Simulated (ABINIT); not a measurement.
Runs of ABINIT 10.8.3 (patched build) on Nb. Symmetry: Im-3m, No. 229, cubic system. Conventional cell: a = 3.328 Å, b = 3.328 Å, c = 3.328 Å, α = 90.00°, β = 90.00°, γ = 90.00°. Nb (site symmetry m-3m) has 8 Nb at 2.88 Å as nearest neighbours. 

| task | level | potentials or basis | cell | k mesh | cutoff (eV) | smearing | electron-positron correlation | fine-grid cutoff | stop of the response cycle (tolvrs) | q points | q points (reduced) | gap on the mesh (eV) | pressure (GPa) |
| --- | --- | --- | --- | --- | --- | --- | --- | --- | --- | --- | --- | --- | --- |
| positron lifetime | PBEsol | JTH PAW PBE v2.0 | as given | 8 × 8 × 8 | 435 | fermi-dirac 0.1 eV | Sterne-Kaiser GGA | 870.764 eV | - | - | - | none | -8.6 |
| single point | LDA | JTH PAW LDA v2.0 | as given | 8 × 8 × 8 | 435 | fermi-dirac 0.05 eV | - | 870.764 eV | - | - | - | none | -12.3 |
| phonons at a zone-boundary q | LDA | JTH PAW LDA v2.0 | as given | 12 × 12 × 12 | 435 | cold (ABINIT) 0.2 eV | - | 870.764 eV | 1e-09 | ["H"] | [[0.5, -0.5, 0.5]] | none | (b) |
| single point | PBEsol | PseudoDojo NC SR PBEsol v0.4.1 standard | as given | 8 × 8 × 8 | 1007 | fermi-dirac 0.05 eV | - | - | - | - | - | none | -8.5 |
| optical spectrum | PBEsol | PseudoDojo NC SR PBEsol v0.4.1 standard | as given | 14 × 14 × 14, with 2 shifts | 1007 | methfessel-paxton 0.2 eV | - | - | - | - | - | - | -8.9 |
| positron lifetime | PBEsol | JTH PAW PBE v2.0 | as given | 8 × 8 × 8 | 435 | fermi-dirac 0.2 eV | Sterne-Kaiser GGA | 870.764 eV | - | - | - | none | (a) |
| relaxation of cell and atoms | PBEsol | JTH PAW PBE v2.0 | relaxed | 8 × 8 × 8 | 435 | fermi-dirac 0.05 eV | - | 870.764 eV | - | - | - | none | 0.0 |

Alike in all rows: no spin polarisation.

Question: Estimate the missing entries.

Answer: (a) -8.2; (b) -12.9.

Caveats: the PAW data sets were made with another functional, which shifts forces and pressure a little (some runs); the PAW basis is incomplete for the positron (some runs); the intraband (Drude) term is left out (some runs); spectra need much finer meshes, so this one isn't converged (some runs).

A k mesh can miss the band edges, and the runs leave out spin-orbit coupling on Nb.

A gap of «none» marks a metal or a gap under the smearing width.

Not every run made on this cell is shown here.
